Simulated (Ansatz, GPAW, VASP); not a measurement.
**One calculation of InP, 3 ways**

```
CELL_PARAMETERS angstrom
0.00000 2.93050 2.93050
2.93050 0.00000 2.93050
2.93050 2.93050 0.00000
ATOMIC_POSITIONS crystal
In 0.00000 0.00000 0.00000
P 0.75000 0.75000 0.75000
```

Alike in all runs: task single point; functional PBE; k mesh 8 × 8 × 8; occupations gaussian, width 0.03 eV; no spin polarisation; no spin-orbit coupling. Pressure is positive in compression and, in plane waves, holds the error of the finite cutoff.

```json
{"program and potentials": "Ansatz, all-electron LAPW, scalar-relativistic", "plane-wave cutoff (eV)": "-", "notes": "-", "band gap (eV)": "0.71", "pressure (GPa)": "3.34"}
{"program and potentials": "GPAW, GPAW PAW data sets (gpaw-data 1.2.1)", "plane-wave cutoff (eV)": "600", "notes": "-", "band gap (eV)": "0.71", "pressure (GPa)": "3.04"}
{"program and potentials": "VASP, PBE PAW files In_d, P, 520 eV", "plane-wave cutoff (eV)": "520", "notes": "-", "band gap (eV)": "0.71", "pressure (GPa)": "3.35"}
```

All agree on the band gap. The pressure spans 3.04 (GPAW, GPAW PAW data sets (gpaw-data 1.2.1)) to 3.35 GPa (VASP, PBE PAW files In_d, P, 520 eV), with all-electron results at 3.34.

Differences between rows come from potentials, basis sets and numerical settings, since the functional is the same but for its coding. Runs on potential files found faulty are left out.
